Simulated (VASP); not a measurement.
The system is ZnS (Wurtzite-2H).

```
Zn S
1.0
     3.81100    0.00000    0.00000
    -1.90550    3.30042    0.00000
     0.00000    0.00000    6.23400
Zn S
2 2
Direct
  0.66667 0.33333 0.50000
  0.33333 0.66667 0.00000
  0.66667 0.33333 0.88500
  0.33333 0.66667 0.38500
```

* Program: VASP 6.6.1
* Task: relaxation of cell and atoms
* Functional: TPSS
* Potentials or basis: VASP PAW PBE potentials, release 64 (Zn, S)
* Cutoff: 600 eV
* k mesh: 8 × 8 × 5
* Occupations: fermi-dirac, width 0.05 eV
* Spin: no spin polarisation

At the start: pressure 2.1 GPa; volume 19.60 Å³/atom.

Problem. Where does the relaxation end?

Solution. Over 13 steps the energy falls by 8.1 meV/atom and the volume is 20.13 Å³/atom (+2.7 %); space group P6_3mc (No. 186, to 0.05 Å).

Step by step:
```
step  energy change (eV)  largest force (eV/Å)  pressure (GPa)  volume (Å³)
   1              0.0000                0.3031            2.11        78.41
   2             -0.0265                0.0830           -0.75        81.37
   3             -0.0273                0.1155           -0.33        80.89
   4             -0.0299                0.0656           -0.11        80.59
   5             -0.0306                0.0049            0.18        80.25
   6             -0.0322                0.0294            0.17        80.30
   7             -0.0323                0.0221            0.16        80.31
   8             -0.0323                0.0267            0.15        80.33
   9             -0.0323                0.0220            0.18        80.32
  10             -0.0325                0.0004           -0.14        80.63
  11             -0.0325                0.0074           -0.03        80.54
  12             -0.0325                0.0051           -0.04        80.54
  13             -0.0325                0.0005            0.01        80.51
```

Final structure:
```xyz
4
Lattice="3.8438 0.0000 0.0000 -1.9219 3.3289 0.0000 0.0000 0.0000 6.2919" Properties=species:S:1:pos:R:3 pbc="T T T"
Zn    1.9219    1.1096    3.1775
Zn    0.0000    2.2192    0.0316
S     1.9219    1.1096    5.5367
S     0.0000    2.2192    2.3908
```

Caveat: the PAW data sets were made with another functional, which shifts forces and pressure a little.
